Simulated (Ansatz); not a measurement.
Write the native input for Ansatz 0.2.0 that does the following.

```yaml
Task: relaxation of cell and atoms
Functional: PBEsol
Potentials_or_basis: Ansatz PAW
Cutoff: "420 eV (not typed: the program's choice for these potentials)"
k_mesh: 8 × 8 × 8
Occupations: fermi-dirac, width 0.05 eV
Spin: no spin polarisation
Target_pressure_GPa: 0
```

The system is AlAu.

```
Au Al
1.0
     3.22394    0.00000    0.00000
     0.00000    3.22394    0.00000
     0.00000    0.00000    3.22394
Au Al
1 1
Direct
  0.50000 0.50000 0.50000
  0.00000 0.00000 0.00000
```

The cell comes from a database or a generator and needn't be the stable form of this composition.

The input as run:

input.yaml

```yaml
crystal:
  lattice:
    - [3.223942, 0.0, 0.0]
    - [0.0, 3.223942, 0.0]
    - [0.0, 0.0, 3.223942]
  atoms:
    - { symbol: Au, position: [0.5, 0.5, 0.5] }
    - { symbol: Al, position: [0.0, 0.0, 0.0] }
hamiltonian:
  xc: pbesol
  pseudopotentials: { kind: paw }
kpoints:
  mp_grid: { grid: [8, 8, 8] }
scf:
  occupations: { method: fermi_dirac, width: 0.05 }
output:
  forces: true
  stress: true
  eigenvalues: true
relax:
  f_tol: 0.01
  max_steps: 40
  cell: { stress_tol: 0.05 }
```

Potentials or basis: Ansatz PAW.

Command:

```bash
$ ansatz run input.yaml --threads 2 --pin off --max-ram 5632MiB --backend cpu --events-out ev --progress --plain --runs-dir out
```

Results of the run:

- Relaxed volume: 16.02 Å³/atom
- Relaxed cell: a = 3.176 Å, b = 3.176 Å, c = 3.176 Å, α = 90.00°, β = 90.00°, γ = 90.00°
- Space group after relaxing (to 0.05 Å): Pm-3m (No. 221)
- Energy gained by relaxing: 12.5 meV/atom
- Ionic steps: 5
- Pressure after relaxing: 0.0 GPa
- Band gap on the k mesh: none (metal or under the smearing width)

Caveat: the plane-wave basis is chosen anew once the cell has moved, so the energies of steps on either side of that aren't comparable; the PAW data sets come from PBE, with cores solved anew for the run's functional, which leaves a small shift of forces and pressure.

Wall time 5.1 s on 2 threads of AMD EPYC 7R43 64-Core Processor (Zen 3), on a shared host, peak memory 0.34 GiB.
